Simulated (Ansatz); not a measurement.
# 3-layer 2H-WTe2 (2H stacking) in a perpendicular field

What dipole does a perpendicular field induce in the 3-layer 2H-WTe2 (2H stacking), and does the gap follow? A positive field points along +c.

Calculated with Ansatz 0.2.0; plane-wave DFT, PBE-D3(BJ), Ansatz PAW.

## Step 1: Set-up

The cell holds 9 atoms: 6 Te and 3 W. Its edges and angles: a = 3.550 Å, b = 3.550 Å, c = 68.151 Å, α = 90.0°, β = 90.0°, γ = 120.0°. Regions: layer 1: 2H-WTe2, 3 atoms (2 Te and 1 W); layer 2: 2H-WTe2, 3 atoms (2 Te and 1 W); layer 3: 2H-WTe2, 3 atoms (2 Te and 1 W). Vacuum lies along c.

## Step 2: Relaxation

The starting cell is a guess, so the in-plane lattice and the atoms are relaxed first, with the slab cut off from its images along the normal.

The input, input.yaml:

```yaml
crystal:
  lattice:
    - [3.55, 0.0, 0.0]
    - [-1.775, 3.0743901834, 0.0]
    - [0.0, 0.0, 68.1508955337]
  atoms:
    - { symbol: Te, position: [0.3333333333, 0.6666666667, 0.363898373] }
    - { symbol: W, position: [0.0, 0.0, 0.3931249283] }
    - { symbol: Te, position: [0.3333333333, 0.6666666667, 0.4223514837] }
    - { symbol: Te, position: [0.0, 0.0, 0.4707734446] }
    - { symbol: W, position: [0.3333333333, 0.6666666667, 0.5] }
    - { symbol: Te, position: [0.0, 0.0, 0.5292265554] }
    - { symbol: Te, position: [0.3333333333, 0.6666666667, 0.5776485163] }
    - { symbol: W, position: [0.0, 0.0, 0.6068750717] }
    - { symbol: Te, position: [0.3333333333, 0.6666666667, 0.636101627] }
  periodic: [true, true, false]
kpoints:
  mp_grid: { grid: [12, 12, 1] }
hamiltonian:
  xc: pbe
  dispersion: d3bj
scf:
  occupations: { method: fermi_dirac, width: 0.05 }
  convergence: { dr2_threshold: 1.0e-09 }
relax:
  f_tol: 0.004
  max_steps: 90
  cell: {}
output:
  write_potential: true
  write_density: true
  volumetric_format: npy
```

Started as:

```console
$ ansatz run input.yaml --threads 4 --pin off --max-ram 8192MiB --backend cpu --events-out ev --progress --plain --runs-dir out
```

Numbers of over 12 decimals in the logs are rounded to 6 here.

The program printed:

```text
Warning: relax.cell: scf.convergence.dr2_threshold = 1e-9 eV is looser than the 1.10408634753e-10 eV advised for a relaxation that steers and ends on the stress (1e-10 eV for each atom of the cell: 9, times the square of relax.cell.stress_2d_tol = 0.05 N/m over 28.6 Å (the atoms' height at the walk's start and 5 Å past either face), 1.751e-2 GPa, over a crystal's default 0.05). What an SCF threshold leaves in a stress goes as its square root, and in the free energy as the threshold itself, and one threshold admits the most on a small cell: [figures from the program's tests cut] Set scf.convergence.dr2_threshold to 1.10408634753e-10 eV or tighter. [rest of the remark cut]
Engine: ansatz 0.2.0, x86_64-unknown-linux-gnu
Pseudopotentials: kind: paw
Pseudopotential: Te, paw, valence charge 16, recommended cutoff 420 eV (normal), Te.paw.azcp
Pseudopotential: W, paw, valence charge 14, recommended cutoff 420 eV (normal), W.paw.azcp
Functional definition: PBE
  parameter kappa = 0.804
  parameter beta = 0.066725
  exchange = pbe_x(kappa = kappa, mu = beta*pi^2/3)
  correlation = pbe_c(beta = beta)
Crystal: 9 atoms, lattice volume = 743.805 Å³
Basis set: ecut = 420 eV, 14393 PW (Γ), exchange–correlation on 48×48×960 points (8 copies of the dense FFT grid, shifted against one another)
Bands: 83, of which v1, the nominal top of the filled ones, is band 69 counted from 1 (68 counted from 0)
Symmetry: 12 space group operations
Space group: P-6m2 (ITA 187), of the structure as read, at distance tolerance 9.1e-5 Å
k-points: 19 of 144 (time reversal used)
Non-local potential: Te, projectors of the file, l = 0: 2, l = 1: 2, l = 2: 2, l = 3: 2
Non-local potential: W, projectors of the file, l = 0: 3, l = 1: 2, l = 2: 2, l = 3: 1
PAW form: soft (Blöchl's): semilocal exchange-correlation on the pseudo side does not see the compensation charge
PAW one-centre angular grid: Te, 590 points (default); XC on 64 Gauss nodes
PAW one-centre angular grid: W, 590 points (default); XC on 64 Gauss nodes
Initial density: superposition of atomic densities (neutral atoms: chi_scale 0, normalization atom), corrected by the library's trained network
Initial wavefunctions: pseudopotential atomic-orbital guess
Functional: x = pbe(κ = 0.804, μ = 0.219515), c = pbe(β = 0.066725)
SCF iter   1: F=—  HF=-73037.753643 eV  |F-HF|=—  |Δ(HF+E_count)|=         —  Δρ=2.48e-3  dr2=1.20e-1  ethr=1.77e-3  ⟨swp⟩=14.4  Hψ=9417  notcnv=0  defer=10
preconditioner: auto → Resta (q_TF=auto, 2.060 Å⁻¹)  ε∞=3.1  [insulator: Δε(μ)=0.620 eV  Ē_g=6.895 eV  σ=0.050 eV  W_gap=0.99  n_scr=74 (ndim 8)  ℏωp=10.0 eV  f_vac=0.671  D(μ)=0.01/eV (n_scr^D=0)  ε∞_Penn≈3.1  vacuum switching on, ρ_ref=3.4e-3 e/Å³]
SCF iter   2: F=—  HF=-73037.770457 eV  |F-HF|=—  |Δ(HF+E_count)|=   1.68e-2  Δρ=1.74e-3  dr2=2.79e-1  ethr=8.66e-5  ⟨swp⟩=3.6  Hψ=3193  notcnv=0  defer=74
SCF iter   3: F=—  HF=-73037.757508 eV  |F-HF|=—  |Δ(HF+E_count)|=   1.29e-2  Δρ=1.12e-3  dr2=2.93e-2  ethr=8.66e-5  ⟨swp⟩=3.3  Hψ=2411  notcnv=0  defer=74
SCF iter   4: F=—  HF=-73037.760582 eV  |F-HF|=—  |Δ(HF+E_count)|=   3.07e-3  Δρ=6.29e-4  dr2=1.27e-2  ethr=2.12e-5  ⟨swp⟩=2.7  Hψ=2281  notcnv=0  defer=74
SCF iter   5: F=—  HF=-73037.759808 eV  |F-HF|=—  |Δ(HF+E_count)|=   7.74e-4  Δρ=1.63e-4  dr2=2.92e-4  ethr=9.19e-6  ⟨swp⟩=3.0  Hψ=2139  notcnv=0  defer=70
SCF iter   6: F=—  HF=-73037.759883 eV  |F-HF|=—  |Δ(HF+E_count)|=   7.49e-5  Δρ=6.82e-5  dr2=1.08e-4  ethr=2.12e-7  ⟨swp⟩=4.1  Hψ=3662  notcnv=0  defer=70
SCF iter   7: F=—  HF=-73037.759877 eV  |F-HF|=—  |Δ(HF+E_count)|=   5.38e-6  Δρ=4.36e-5  dr2=4.92e-5  ethr=7.80e-8  ⟨swp⟩=2.6  Hψ=2133  notcnv=0  defer=70
SCF iter   8: F=—  HF=-73037.759882 eV  |F-HF|=—  |Δ(HF+E_count)|=   4.72e-6  Δρ=2.03e-5  dr2=4.04e-6  ethr=3.56e-8  ⟨swp⟩=2.9  Hψ=2181  notcnv=0  defer=70
SCF iter   9: F=—  HF=-73037.760005 eV  |F-HF|=—  |Δ(HF+E_count)|=   1.23e-4  Δρ=6.55e-6  dr2=7.52e-7  ethr=2.93e-9  ⟨swp⟩=3.1  Hψ=2424  notcnv=0  defer=70
SCF iter  10: F=—  HF=-73037.760005 eV  |F-HF|=—  |Δ(HF+E_count)|=   2.18e-7  Δρ=1.72e-6  dr2=8.17e-8  ethr=5.45e-10  ⟨swp⟩=3.1  Hψ=2498  notcnv=0  defer=70
SCF iter  11: F=—  HF=-73037.760005 eV  |F-HF|=—  |Δ(HF+E_count)|=   1.99e-8  Δρ=4.41e-7  dr2=7.29e-9  ethr=5.92e-11  ⟨swp⟩=3.1  Hψ=2367  notcnv=0  defer=70
SCF iter  12: F=-73037.760005 eV  HF=-73037.760005 eV  |F-HF|=1.46e-10  |Δ(HF+E_count)|=   3.38e-9  Δρ=1.45e-7  dr2=7.79e-10  ethr=1.00e-12  ⟨swp⟩=10.8  Hψ=12622  notcnv=0
SCF 1 converged in 12 iterations: F = -73037.760005 eV  dr2 = 7.79e-10
  greatest PAW one-centre occupation: 1.000 electrons in one spin orbital (limit 2), on the W atom at site 1 (counted from 0), in its partial waves of l = 0
relax step   1: F+E_penalty+E_count = -73037.76000544 eV  Δ(F+E_penalty+E_count) = +0.000e0 eV  max|allowed force component| = 2.107e0 eV/Å  Δτ_max = 0.0000 Å  P = -16.850 N/m  Ω = 743.805 Å³  fix = [c, alpha, beta]  reactions: c -0.000 N/m  (12 SCF iters, accepted)
Crystal: 9 atoms, lattice volume = 727.182 Å³
Basis set: ecut = 420 eV, 14165 PW (Γ), exchange–correlation on 48×48×960 points (8 copies of the dense FFT grid, shifted against one another)
Initial density: handed on by an earlier stage of this run
Initial wavefunctions: those handed on with the density
iter 1 solved again at ethr=8.16e-4 eV; its pass at ethr=3.10e-3 eV (dr2=1.13e0 eV) is discarded
SCF iter   1: F=—  HF=-73039.135600 eV  |F-HF|=—  |Δ(HF+E_count)|=         —  Δρ=8.42e-3  dr2=1.13e0  ethr=8.16e-4  ⟨swp⟩=2.6  Hψ=10805  notcnv=0
preconditioner: auto → Resta (q_TF=auto, 2.068 Å⁻¹)  ε∞=2.8  [insulator: Δε(μ)=0.999 eV  Ē_g=7.476 eV  σ=0.050 eV  W_gap=1.00  n_scr=50 (ndim 8)  ℏωp=10.1 eV  f_vac=0.676  D(μ)=0.00/eV (n_scr^D=0)  ε∞_Penn≈2.8  vacuum switching on, ρ_ref=4.1e-3 e/Å³]
SCF iter   2: F=—  HF=-73039.083327 eV  |F-HF|=—  |Δ(HF+E_count)|=   5.23e-2  Δρ=5.74e-3  dr2=8.67e-1  ethr=8.16e-4  ⟨swp⟩=4.3  Hψ=2976  notcnv=0  defer=2
SCF iter   3: F=—  HF=-73038.975072 eV  |F-HF|=—  |Δ(HF+E_count)|=   1.08e-1  Δρ=2.49e-3  dr2=3.65e-2  ethr=6.28e-4  ⟨swp⟩=3.7  Hψ=2766  notcnv=0  defer=75
SCF iter   4: F=—  HF=-73038.967588 eV  |F-HF|=—  |Δ(HF+E_count)|=   7.48e-3  Δρ=3.94e-4  dr2=1.25e-3  ethr=2.64e-5  ⟨swp⟩=3.4  Hψ=2625  notcnv=0  defer=81
SCF iter   5: F=—  HF=-73038.967573 eV  |F-HF|=—  |Δ(HF+E_count)|=   1.51e-5  Δρ=1.31e-4  dr2=7.81e-4  ethr=9.06e-7  ⟨swp⟩=3.8  Hψ=3417  notcnv=0  defer=81
SCF iter   6: F=—  HF=-73038.967532 eV  |F-HF|=—  |Δ(HF+E_count)|=   4.10e-5  Δρ=7.03e-5  dr2=1.47e-4  ethr=5.66e-7  ⟨swp⟩=2.8  Hψ=2111  notcnv=0  defer=81
[...]
relax step   5: F+E_penalty+E_count = -73039.07710831 eV  Δ(F+E_penalty+E_count) = -1.909e-3 eV  max|allowed force component| = 3.624e-2 eV/Å  Δτ_max = 0.1046 Å  P = +0.135 N/m  Ω = 723.591 Å³  energy of the carried Pulay correction = +1.252e-3 eV  fix = [c, alpha, beta]  reactions: c +0.000 N/m  (12 SCF iters, accepted)
[...]
relax step   6: F+E_penalty+E_count = -73039.07811098 eV  Δ(F+E_penalty+E_count) = -1.003e-3 eV  max|allowed force component| = 3.360e-3 eV/Å  Δτ_max = 0.0277 Å  P = +0.026 N/m  Ω = 724.330 Å³  energy of the carried Pulay correction = +1.206e-3 eV  fix = [c, alpha, beta]  reactions: c +0.000 N/m  (10 SCF iters, accepted)
[...]
relax step   7: F+E_penalty+E_count = -73039.07816187 eV  Δ(F+E_penalty+E_count) = -5.089e-5 eV  max|allowed force component| = 1.796e-3 eV/Å  Δτ_max = 0.0088 Å  P = +0.005 N/m  Ω = 724.257 Å³  energy of the carried Pulay correction = +1.210e-3 eV  fix = [c, alpha, beta]  reactions: c +0.000 N/m  (10 SCF iters, accepted)
Initial wavefunctions: pseudopotential atomic-orbital guess (no wavefunctions were taken with the density)
iter 1 solved again at ethr=5.87e-7 eV; its pass at ethr=3.10e-3 eV (dr2=8.10e-4 eV) is discarded
SCF iter   1: F=—  HF=-73039.076727 eV  |F-HF|=—  |Δ(HF+E_count)|=         —  Δρ=2.25e-5  dr2=5.13e-7  ethr=5.87e-7  ⟨swp⟩=6.2  Hψ=16707  notcnv=0
eigensolver tolerance schedule: the retry pair's looser diagonalisation over-reported the residual by 1575.66 of it (diagonalisation noise at 0.42 of the residual, at the tolerance the schedule requests for it); recorded, not acted on — ethr = c·dr2/N_el stays at c = 1.0e-1
SCF iter   2: F=—  HF=-73039.076850 eV  |F-HF|=—  |Δ(HF+E_count)|=   1.23e-4  Δρ=1.14e-5  dr2=1.44e-7  ethr=3.72e-10  ⟨swp⟩=5.6  Hψ=5231  notcnv=0
SCF iter   3: F=—  HF=-73039.076850 eV  |F-HF|=—  |Δ(HF+E_count)|=   1.69e-7  Δρ=2.96e-6  dr2=1.76e-7  ethr=1.04e-10  ⟨swp⟩=3.0  Hψ=3260  notcnv=0
SCF iter   4: F=—  HF=-73039.076850 eV  |F-HF|=—  |Δ(HF+E_count)|=   1.47e-8  Δρ=1.41e-6  dr2=1.18e-8  ethr=1.04e-10  ⟨swp⟩=2.9  Hψ=2428  notcnv=0
SCF iter   5: F=—  HF=-73039.076850 eV  |F-HF|=—  |Δ(HF+E_count)|=   1.78e-9  Δρ=4.36e-7  dr2=8.57e-9  ethr=8.58e-12  ⟨swp⟩=3.8  Hψ=2823  notcnv=0
SCF iter   6: F=-73039.076850 eV  HF=-73039.076850 eV  |F-HF|=4.66e-10  |Δ(HF+E_count)|=  1.60e-10  Δρ=1.79e-7  dr2=1.76e-10  ethr=1.00e-12  ⟨swp⟩=16.7  Hψ=14660  notcnv=0
SCF 8 converged in 6 iterations: F = -73039.076850 eV  dr2 = 1.76e-10
relax step   8: F+E_penalty+E_count = -73039.07685000 eV  Δ(F+E_penalty+E_count) = +1.312e-3 eV  max|allowed force component| = 1.727e-3 eV/Å  Δτ_max = 0.0000 Å  P = +0.010 N/m  Ω = 724.257 Å³  fix = [c, alpha, beta]  reactions: c +0.000 N/m  stress off target by 9.90e-3 N/m on what of the cell is left free  SCF on the basis re-selected at this cell (its energy is not comparable with the rows above)  (6 SCF iters)
basis re-selected at this cell: Δ(F+E_penalty+E_count) = +1.312e-3 eV, ΔP = +0.005 N/m vs the last step (what re-selecting the basis moved, of the pressure what is left beyond the Pulay correction that the steps carried, after the strain that the cell walked since its last selection, with what the two solves' SCF thresholds leave and, on support functions, any second-order correction that the steps lacked; it is no m [...]
WARN: The output density's exchange-correlation potential varies sharply where the density is thin. Do not read a vacuum level from v_tot or v_xc, or from such a field of the output density. On a cell that repeats whose density bears no net charge and no dipole along the vacuum's axis use v_es (v_loc + v_h of the components); under efield.dipole_correction with no amplitude use v_es + v_field, which holds any externa [...]
dispersion: the relaxed geometry stands within reach of a switch of an atom's C6, across which e_disp changes (each atom's share, over what another start of this relaxation can change, counted as every distance, over a cell that relax.cell.fix or crystal.periodic holds in part: site 1 (W), some 0.14 eV, crossed with farther neighbours; site 4 (W), some 0.16 eV, crossed with farther neighbours; site 7 (W), some 0.14 eV, crossed with farther neighbours; some 0.44 eV in sum): a start on the other side of the switch can end at another minimum, lower or higher, and the walk did not compare the two: [rest of the remark cut]
SCF converged after 6 iterations
Free energy (F): -73039.076850 eV
Harris-Foulkes:  -73039.076850 eV  (|F-HF|=4.66e-10)
Internal energy: -73039.076839 eV  (E = F + TS)
E sigma→0 (E₀):  -73039.076844 eV
Entropy (-TS):   -0.000011 eV (-0.001 meV/atom)
Fermi energy:    -4.111077 eV
--- Per-component energies (eV) ---
  E_band       = -4218.165304
  E_kinetic    = 2441.854206
  E_local      = -1681510.550808  (includes V_loc(G=0)·N_el)
  E_nonlocal   = -1854.843050
  E_hartree    = 840355.334105
  E_xc         = -1548.825607
  E_vxc        = -1344.683179  (∫ρ·V_xc dr)
  E_paw        = -53665.456873  (= ΣΔE_a)
  E_vpaw       = -2660.611186  (= ΣTr[D̂ρ^β])
  E_aug_tail   = -0.001193  (compensation charges beyond the density's cutoff)
  E_ewald      = 822747.847376
  E_disp       = -4.434996  (pairwise vdW)
  E_smearing   = -0.000011  (= −TS)
  E_closure    = 0.000000  (closes the sum)
  Σ components = -73039.076850   (vs F -73039.076850, Δ=0.00e0)
--- Forces (eV/Å), atoms counted from 1 ---
  atom   1  Te     0.00000000    -0.00000000     0.00078561
  atom   2  W      0.00000000     0.00000000     0.00000042
  atom   3  Te    -0.00000000     0.00000000    -0.00087053
  atom   4  Te     0.00000000     0.00000000     0.00172724
  atom   5  W      0.00000000    -0.00000000     0.00000000
  atom   6  Te     0.00000000     0.00000000    -0.00172724
  atom   7  Te    -0.00000000     0.00000000     0.00087053
  atom   8  W      0.00000000     0.00000000    -0.00000042
  atom   9  Te     0.00000000    -0.00000000    -0.00078561
  max |Σ_I F_I| component: 6.39e-17 eV/Å
--- 2D stress c σ (N/m, compression-positive) ---
        0.009900       0.000000      -0.000000
       -0.000000       0.009900      -0.000000
       -0.000000      -0.000000       0.000000
  P = ½ c Tr σ = 0.0099 N/m
--- Band table (eV; the first three rows and the last of 19) ---
  k-point 0: bands = [... 65 lower, -5.4623, -5.4623, -4.6942, -4.5547, -1.5611, -1.5611, -1.5107, -1.5107, ... 10 higher]
  k-point 1: bands = [... 65 lower, -5.4460, -5.4180, -4.6920, -4.6522, -1.8788, -1.8540, -1.8005, -1.7761, ... 10 higher]
  k-point 2: bands = [... 65 lower, -5.5283, -5.4611, -5.0345, -5.0043, -2.6643, -2.5524, -2.3973, -2.2514, ... 10 higher]
  k-point 18: bands = [... 65 lower, -6.5445, -4.8200, -4.6858, -4.5469, -3.4360, -3.4251, -3.4249, -3.1707, ... 10 higher]
  the weakly bound empty levels are not read free of the cell's end (no_gap_told)
--- Relaxed structure (7 steps of the walk, 7 accepted, 1 SCFs on fresh bases) ---
  F+E_penalty+E_count = -73039.07685000 eV   max|allowed force component| = 1.727e-3 eV/Å   (the final SCF, on the basis selected at the relaxed cell)
  cell:  # Å, volume = 724.2575 Å³
    - [3.503042, 0, 0]
    - [-1.751521, 3.033724, 0]
    - [0, 0, 68.1508955337]
  atoms:
    - { symbol: Te, position: [0.333333, 0.666667, 0.372431] }
    - { symbol: W, position: [-2.161387603210164e-18, -2.1701890401338488e-17, 0.399210] }
    - { symbol: Te, position: [0.333333, 0.666667, 0.426010] }
    - { symbol: Te, position: [-8.720501411531497e-19, -2.1701890401338503e-17, 0.473228] }
    - { symbol: W, position: [0.333333, 0.666667, 0.500000] }
    - { symbol: Te, position: [8.720501411531296e-19, -2.1701890401338503e-17, 0.526772] }
    - { symbol: Te, position: [0.333333, 0.666667, 0.573990] }
    - { symbol: W, position: [2.161387603210181e-18, -2.1701890401338488e-17, 0.600790] }
    - { symbol: Te, position: [0.333333, 0.666667, 0.627569] }
```

It took 3.4 min on 4 threads of Intel Xeon Platinum 8375C at 2.90GHz (Ice Lake), shared host; peak memory 2.1 GiB; 13 min of CPU time.

The steps of the relaxation:

| step | energy less that of the first step (eV) | largest force component (eV/Å) | volume (Å³) |
| --- | --- | --- | --- |
| 1 | 0.0000 | 2.1070 | 743.80 |
| 2 | -1.2076 | 0.3977 | 727.18 |
| 3 | -1.2808 | 0.1232 | 718.29 |
| 4 | -1.3152 | 0.0269 | 723.46 |
| 5 | -1.3171 | 0.0362 | 723.59 |
| 6 | -1.3181 | 0.0034 | 724.33 |
| 7 | -1.3182 | 0.0018 | 724.26 |
| 8* | -1.3168 | 0.0017 | 724.26 |

Relaxation steps marked * repeat the geometry before them on a plane-wave basis chosen anew for their cell, so energy and pressure can jump there.

The run keeps the 12 symmetry operations that it works with, so distortions that break them were not tested.

```
cell as run  before  after  change
      a (Å)   3.550  3.503  -1.3 %
      b (Å)   3.550  3.503  -1.3 %
```

The atoms that moved most (Å, along periodic axes as changes of fractional coordinates times the final cell, across vacuum about the mean position):

| atom | dx | dy | dz | length |
| --- | --- | --- | --- | --- |
| Te9 | 0.000 | 0.000 | -0.582 | 0.582 |
| Te1 | 0.000 | 0.000 | 0.582 | 0.582 |
| W8 | 0.000 | 0.000 | -0.415 | 0.415 |
| W2 | 0.000 | 0.000 | 0.415 | 0.415 |
| Te7 | 0.000 | 0.000 | -0.249 | 0.249 |
| Te3 | 0.000 | 0.000 | 0.249 | 0.249 |
| Te6 | 0.000 | 0.000 | -0.167 | 0.167 |
| Te4 | 0.000 | 0.000 | 0.167 | 0.167 |

The lattice constant a goes from 3.550 to 3.503 Å.

[end of part 1 of 2]

[Logs are printed without paths, hosts, clocks, repeated set-up lines and the standing remarks that a program may print on its own settings, such as how far it seeks lower states.]

[Hosts, paths, dates, database ids (printed as entryN), source tags and the programs' standing remarks are cut or masked in the printed files.]

[Maps of the electrostatic potential energy from Ansatz leave out the sawtooth potential of an applied field or a dipole correction, so their vacuum need not be flat; planar profiles and work functions include it.]
